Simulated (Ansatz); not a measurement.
# HfN (F-43m) in Ansatz: equation of state

How stiff is HfN in PBE, and what volume does it want? The cell is scaled to several volumes.

All numbers are computed with Ansatz 0.2.0; they aren't measurements. Logs are shortened: lines on timing, memory, paths and dates and some standing lists are left out, and cuts for length are marked.

## Step 1: The crystal as given

The structure is cubic, space group F-43m (No. 216). The conventional cell has a = 4.910 Å, b = 4.910 Å, c = 4.910 Å, α = 90.00°, β = 90.00°, γ = 90.00°. Hf (site symmetry -43m) has 4 N at 2.13 Å as nearest neighbours. Around N (site symmetry -43m) lie 4 Hf at 2.13 Å.

The cell comes from a database or a generator and needn't be the stable form of this composition.

## Step 2: Single point, PBE, 13.91 Å³/atom (volume scaled by 0.94)

The input, input.yaml:

```yaml
crystal:
  lattice:
    - [0.0, 2.4047095306, 2.4047095306]
    - [2.4047095306, 0.0, 2.4047095306]
    - [2.4047095306, 2.4047095306, 0.0]
  atoms:
    - { symbol: Hf, position: [0.0, 0.0, 0.0] }
    - { symbol: "N", position: [0.25, 0.25, 0.25] }
hamiltonian:
  xc: pbe
  pseudopotentials: { kind: paw }
kpoints:
  mp_grid: { grid: [9, 9, 9] }
scf:
  occupations: { method: fermi_dirac, width: 0.05 }
output:
  forces: true
  stress: true
  eigenvalues: true
```

Potentials or basis: Ansatz PAW.

On the command line:

```bash
$ ansatz run input.yaml --threads 2 --pin off --max-ram 5120MiB --backend cpu --events-out ev --progress --plain --runs-dir out
```

The log of the run:

```text
Warning: RAYON_NUM_THREADS=2 ignored (pool sized by the plan → 2); use --threads N
Engine: ansatz 0.2.0, aarch64-unknown-linux-gnu
Pseudopotentials: kind: paw
Pseudopotential: Hf, paw, valence charge 26, recommended cutoff 420 eV (normal), Hf.paw.azcp
Pseudopotential: N, paw, valence charge 5, recommended cutoff 420 eV (normal), N.paw.azcp
Functional definition: PBE
  parameter kappa = 0.804
  parameter beta = 0.06672455060314922
  exchange = pbe_x(kappa = kappa, mu = beta*pi^2/3)
  correlation = pbe_c(beta = beta)
Crystal: 2 atoms, lattice volume = 27.811 Å³
Basis set: ecut = 420 eV, 537 PW (Γ), exchange–correlation on 48×48×48 points (8 copies of the dense FFT grid, shifted against one another)
Bands: 20, of which v1, the nominal top of the filled ones, is band 16 counted from 1 (15 counted from 0)
Symmetry: 24 space group operations
Space group: F-43m (ITA 216), of the structure as read, at distance tolerance 3.0e-5 Å
k-points: 35 of 729 (time reversal used)
Non-local potential: Hf, projectors of the file, l = 0: 3, l = 1: 2, l = 2: 2, l = 3: 3
Non-local potential: N, projectors of the file, l = 0: 2, l = 1: 2, l = 2: 1
PAW form: soft (Blöchl's): semilocal exchange-correlation on the pseudo side does not see the compensation charge
PAW one-centre angular grid: Hf, 590 points (default); XC on 64 Gauss nodes
PAW one-centre angular grid: N, 110 points (default); XC on 64 Gauss nodes
Initial density: superposition of atomic densities (neutral atoms: chi_scale 0, normalization atom), corrected by the library's trained network
Initial wavefunctions: pseudopotential atomic-orbital guess
Functional: x = pbe(κ = 0.804, μ = 0.2195149727645171), c = pbe(β = 0.06672455060314922)
SCF iter   1: F=—  HF=-16108.117669 eV  |F-HF|=—  |Δ(HF+E_count)|=         —  Δρ=5.35e-3  dr2=6.86e-3  ethr=1.77e-3  ⟨swp⟩=4.9  Hψ=2834  notcnv=0
preconditioner: auto → Kerker (q_TF=auto, 2.778 Å⁻¹)  [metal: Δε(μ)=0.083 eV  Ē_g=18.576 eV  σ=0.050 eV  W_gap=0.39  n_scr=14 (ndim 8)  ℏωp=37.9 eV  f_vac=0.001  D(μ)=0.55/eV (n_scr^D=0)]
SCF iter   2: F=—  HF=-16108.116910 eV  |F-HF|=—  |Δ(HF+E_count)|=   7.59e-4  Δρ=2.38e-3  dr2=1.44e-3  ethr=2.21e-5  ⟨swp⟩=1.7  Hψ=1051  notcnv=0
SCF iter   3: F=—  HF=-16108.117301 eV  |F-HF|=—  |Δ(HF+E_count)|=   3.91e-4  Δρ=1.23e-3  dr2=5.35e-4  ethr=4.64e-6  ⟨swp⟩=2.0  Hψ=1024  notcnv=0
SCF iter   4: F=—  HF=-16108.117545 eV  |F-HF|=—  |Δ(HF+E_count)|=   2.44e-4  Δρ=6.41e-4  dr2=1.10e-4  ethr=1.73e-6  ⟨swp⟩=2.0  Hψ=1240  notcnv=0
SCF iter   5: F=—  HF=-16108.117481 eV  |F-HF|=—  |Δ(HF+E_count)|=   6.40e-5  Δρ=2.74e-4  dr2=1.43e-5  ethr=3.54e-7  ⟨swp⟩=2.7  Hψ=1431  notcnv=0
SCF iter   6: F=—  HF=-16108.117481 eV  |F-HF|=—  |Δ(HF+E_count)|=   4.83e-7  Δρ=3.93e-5  dr2=2.45e-7  ethr=4.61e-8  ⟨swp⟩=2.0  Hψ=1046  notcnv=0
SCF iter   7: F=—  HF=-16108.117482 eV  |F-HF|=—  |Δ(HF+E_count)|=   4.44e-7  Δρ=1.19e-5  dr2=1.88e-8  ethr=3.23e-10  ⟨swp⟩=5.9  Hψ=3310  notcnv=0
SCF iter   8: F=-16108.117482 eV  HF=-16108.117482 eV  |F-HF|=9.30e-10  |Δ(HF+E_count)|=   1.13e-8  Δρ=2.41e-6  dr2=8.82e-10  ethr=6.06e-11  ⟨swp⟩=4.5  Hψ=2441  notcnv=0
SCF 1 converged in 8 iterations: F = -16108.117482 eV  dr2 = 8.82e-10
SCF converged after 8 iterations
Free energy (F): -16108.117482 eV
Harris-Foulkes:  -16108.117482 eV  (|F-HF|=9.30e-10)
Internal energy: -16108.112962 eV  (E = F + TS)
E sigma→0 (E₀):  -16108.115222 eV
Entropy (-TS):   -0.004520 eV (-2.260 meV/atom)
Fermi energy:    19.121534 eV
--- Per-component energies (eV) ---
  E_band       = 46.554316
  E_kinetic    = 558.181441
  E_local      = -5484.411663  (includes V_loc(G=0)·N_el)
  E_nonlocal   = -1197.220551
  E_hartree    = 2556.604401
  E_xc         = -361.535006
  E_vxc        = -344.476430  (∫ρ·V_xc dr)
  E_paw        = -7056.174548  (= ΣΔE_a)
  E_vpaw       = 1401.273804  (= ΣTr[D̂ρ^β])
  E_aug_tail   = 0.000094  (compensation charges beyond the density's cutoff)
  E_ewald      = -5123.557130
  E_smearing   = -0.004520  (= −TS)
  E_closure    = 0.000000  (closes the sum)
  Σ components = -16108.117482   (vs F -16108.117482, Δ=0.00e0)
--- Forces (eV/Å), atoms counted from 1 ---
  atom   1  Hf     0.00000000    -0.00000000     0.00000000
  atom   2  N     -0.00000000     0.00000000     0.00000000
  max |Σ_I F_I| component: 5.55e-17 eV/Å
--- Stress (GPa, compression-positive) ---
       14.116136      -0.000000       0.000000
        0.000000      14.116136      -0.000000
       -0.000000      -0.000000      14.116136
  P = ⅓ Tr σ = 14.1161 GPa (141.161 kbar)
--- Band table (eV; the first three rows and the last of 35) ---
  k-point 0: bands = ["-43.2225", "-11.8059", "-11.8059", "-11.8059", "2.4740", "6.8470", "6.8470", "6.8470", "6.9312", "6.9312", "6.9312", "6.9972", "13.3534", "13.3534", "13.3534", "18.5847", "21.4804", "21.4804", "26.0838", "26.0838"]
  k-point 1: bands = ["-43.2191", "-11.8810", "-11.8153", "-11.8153", "2.6358", "6.8479", "6.8506", "6.8506", "6.9251", "6.9251", "6.9314", "7.0046", "13.1068", "13.4520", "13.4520", "19.2300", "21.2691", "21.2691", "25.7521", "26.4011"]
  k-point 2: bands = ["-43.2106", "-12.0655", "-11.8390", "-11.8390", "3.0262", "6.8523", "6.8584", "6.8584", "6.9120", "6.9120", "6.9319", "7.0157", "12.7984", "13.6784", "13.6784", "20.4991", "21.0376", "21.0376", "25.1850", "26.6450"]
  k-point 34: bands = ["-43.1849", "-12.2985", "-12.1191", "-11.9996", "4.1341", "6.8447", "6.8716", "6.8909", "6.8922", "6.8979", "6.9067", "6.9842", "13.1054", "13.9200", "15.3625", "17.9141", "20.6290", "22.8766", "24.7592", "26.0968"]
```

It took 1.3 s on 2 threads of Arm Neoverse V1, shared host; peak memory 0.3 GiB.

What came out:

| Item | Value |
| --- | --- |
| Free energy | -16108.1175 eV |
| Pressure | 14.1 GPa |
| Band gap on the k mesh | none (metal or under the smearing width) |

Caveat: the pressure holds a Pulay correction of +0.4 GPa for the finite cutoff.

## Step 3: Single point, PBE, 14.20 Å³/atom (volume scaled by 0.96)

Changes to input.yaml since step 2:

```diff
@@ -2,5 +2,5 @@
   lattice:
-    - [0.0, 2.4047095306, 2.4047095306]
-    - [2.4047095306, 0.0, 2.4047095306]
-    - [2.4047095306, 2.4047095306, 0.0]
+    - [0.0, 2.4216446627, 2.4216446627]
+    - [2.4216446627, 0.0, 2.4216446627]
+    - [2.4216446627, 2.4216446627, 0.0]
   atoms:
```

Potentials or basis: Ansatz PAW.

On the command line:

```bash
$ ansatz run input.yaml --threads 2 --pin off --max-ram 5120MiB --backend cpu --events-out ev --progress --plain --runs-dir out
```

Wall time 1.3 s (2 threads of Arm Neoverse V1, shared host); peak memory 0.3 GiB.

Results (log left out):

```yaml
Free_energy: -16108.1604 eV
Pressure: 9.2 GPa
Band_gap_on_the_k_mesh: none (metal or under the smearing width)
```

Caveat: the pressure holds a Pulay correction of +0.4 GPa for the finite cutoff.

## Step 4: Single point, PBE, 14.50 Å³/atom (volume scaled by 0.98)

Changes to input.yaml since step 3:

```diff
@@ -2,5 +2,5 @@
   lattice:
-    - [0.0, 2.4216446627, 2.4216446627]
-    - [2.4216446627, 0.0, 2.4216446627]
-    - [2.4216446627, 2.4216446627, 0.0]
+    - [0.0, 2.4383461881, 2.4383461881]
+    - [2.4383461881, 0.0, 2.4383461881]
+    - [2.4383461881, 2.4383461881, 0.0]
   atoms:
```

On the command line:

```bash
$ ansatz run input.yaml --threads 2 --pin off --max-ram 5120MiB --backend cpu --events-out ev --progress --plain --runs-dir out
```

It took 1.3 s on 2 threads of Arm Neoverse V1, shared host; peak memory 0.3 GiB.

The run converged. Its results:

```
Free energy            : -16108.1858 eV
Pressure               : 4.7 GPa
Band gap on the k mesh : none (metal or under the smearing width)
```

Caveat: the pressure holds a Pulay correction of +0.4 GPa for the finite cutoff.

## Step 5: Single point, PBE, 14.79 Å³/atom

Changes to input.yaml since step 4:

```diff
@@ -2,5 +2,5 @@
   lattice:
-    - [0.0, 2.4383461881, 2.4383461881]
-    - [2.4383461881, 0.0, 2.4383461881]
-    - [2.4383461881, 2.4383461881, 0.0]
+    - [0.0, 2.454822, 2.454822]
+    - [2.454822, 0.0, 2.454822]
+    - [2.454822, 2.454822, 0.0]
   atoms:
```

On the command line:

```bash
$ ansatz run input.yaml --threads 2 --pin off --max-ram 5120MiB --backend cpu --events-out ev --progress --plain --runs-dir out
```

Wall time 1.3 s (2 threads of Arm Neoverse V1, shared host); peak memory 0.3 GiB.

Results (log left out):

```
Free energy            : -16108.1958 eV
Pressure               : 0.7 GPa
Band gap on the k mesh : none (metal or under the smearing width)
```

Caveat: the pressure holds a Pulay correction of +0.4 GPa for the finite cutoff.

## Step 6: Single point, PBE, 15.09 Å³/atom (volume scaled by 1.02)

Changes to input.yaml since step 5:

```diff
@@ -2,5 +2,5 @@
   lattice:
-    - [0.0, 2.454822, 2.454822]
-    - [2.454822, 0.0, 2.454822]
-    - [2.454822, 2.454822, 0.0]
+    - [0.0, 2.4710795731, 2.4710795731]
+    - [2.4710795731, 0.0, 2.4710795731]
+    - [2.4710795731, 2.4710795731, 0.0]
   atoms:
```

Potentials or basis: Ansatz PAW.

On the command line:

```bash
$ ansatz run input.yaml --threads 2 --pin off --max-ram 5120MiB --backend cpu --events-out ev --progress --plain --runs-dir out
```

Run time: 1.2 s. Hardware: 2 threads of Arm Neoverse V1, shared host; peak memory 0.3 GiB.

Results (log left out):

| Item | Value |
| --- | --- |
| Free energy | -16108.1915 eV |
| Pressure | -2.9 GPa |
| Band gap on the k mesh | none (metal or under the smearing width) |

Caveat: the pressure holds a Pulay correction of +0.4 GPa for the finite cutoff.

## Step 7: Single point, PBE, 15.38 Å³/atom (volume scaled by 1.04)

Changes to input.yaml since step 6:

```diff
@@ -2,5 +2,5 @@
   lattice:
-    - [0.0, 2.4710795731, 2.4710795731]
-    - [2.4710795731, 0.0, 2.4710795731]
-    - [2.4710795731, 2.4710795731, 0.0]
+    - [0.0, 2.487125994, 2.487125994]
+    - [2.487125994, 0.0, 2.487125994]
+    - [2.487125994, 2.487125994, 0.0]
   atoms:
```

On the command line:

```bash
$ ansatz run input.yaml --threads 2 --pin off --max-ram 5120MiB --backend cpu --events-out ev --progress --plain --runs-dir out
```

Wall time 1.1 s (2 threads of Arm Neoverse V1, shared host); peak memory 0.3 GiB.

The run converged. Its results:

- Free energy: -16108.1745 eV
- Pressure: -6.2 GPa
- Band gap on the k mesh: none (metal or under the smearing width)

Caveat: the pressure holds a Pulay correction of +0.4 GPa for the finite cutoff.

## Step 8: Single point, PBE, 15.68 Å³/atom (volume scaled by 1.06)

Changes to input.yaml since step 7:

```diff
@@ -2,5 +2,5 @@
   lattice:
-    - [0.0, 2.487125994, 2.487125994]
-    - [2.487125994, 0.0, 2.487125994]
-    - [2.487125994, 2.487125994, 0.0]
+    - [0.0, 2.502967988, 2.502967988]
+    - [2.502967988, 0.0, 2.502967988]
+    - [2.502967988, 2.502967988, 0.0]
   atoms:
@@ -19 +19,5 @@
   eigenvalues: true
+  write_density: true
+  write_potential: true
+  elf: true
+  volumetric_format: npy
```

On the command line:

```bash
$ ansatz run input.yaml --threads 2 --pin off --max-ram 5120MiB --backend cpu --events-out ev --progress --plain --runs-dir out
```

Wall time 1.6 s (2 threads of Arm Neoverse V1, shared host); peak memory 0.31 GiB.

The run converged. Its results:

| Item | Value |
| --- | --- |
| Free energy | -16108.1458 eV |
| Pressure | -9.2 GPa |
| Band gap on the k mesh | none (metal or under the smearing width) |

Caveat: the pressure holds a Pulay correction of +0.4 GPa for the finite cutoff.

## Step 9: Equation of state, PBE

Potentials or basis: Ansatz PAW.

This step only gathers the single runs of the series.

What came out:

```yaml
Equilibrium_volume: 14.85 Å³/atom
Bulk_modulus: 189 GPa
Pressure_derivative_of_the_bulk_modulus: 4.0
```

Energy against volume, from the lowest point:
```
volume (Å³/atom)  energy (meV/atom)
          13.906              39.15
          14.201              17.70
          14.497               4.98
          14.793               0.00
          15.089               2.12
          15.385              10.63
          15.681              24.98
```

Spin-orbit coupling is left out, which matters for the levels of Hf.
